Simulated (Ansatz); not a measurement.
Runs of Ansatz 0.2.0 on ScAl3. Symmetry: Pm-3m, No. 221, cubic system. Conventional cell: a = 4.088 Å, b = 4.088 Å, c = 4.088 Å, α = 90.00°, β = 90.00°, γ = 90.00°. Sc (site symmetry m-3m) is surrounded by 12 Al at 2.89 Å. Around Al (site symmetry 4/mmm) lie 4 Sc at 2.89 Å and 8 Al at 2.89 Å. The cell is a database's computed one.

```tsv
task	level	k mesh	points for each segment of the path	atoms under strain	mesh quality	gap on the mesh (eV)	pressure (GPa)
band structure	HSE06	4 × 4 × 4	4	-	coarse	none	0.4
elastic constants	PBEsol	5 × 5 × 5	-	clamped	not flagged	none	(a)
single point	B3LYP	4 × 4 × 4	-	-	coarse	none	1.8
phonons	PBEsol	5 × 5 × 5	-	-	not flagged	none	-
```

Alike in all rows: potentials or basis Ansatz PAW; no spin polarisation; cell as given; cutoff (eV) 420; smearing fermi-dirac 0.05 eV.

Q: Estimate the missing entries.

A: (a) -1.2.

Caveats: some runs use coarse meshes; the PAW data sets come from PBE, with cores solved anew for the run's functional, which leaves a small shift of forces and pressure; the thresholds are loose for stress (some runs); elastic constants of metals need much finer meshes, so these are rough (some runs).

A gap of «none» marks a metal or a gap under the smearing width.

Runs at the PBE level aren't shown here.
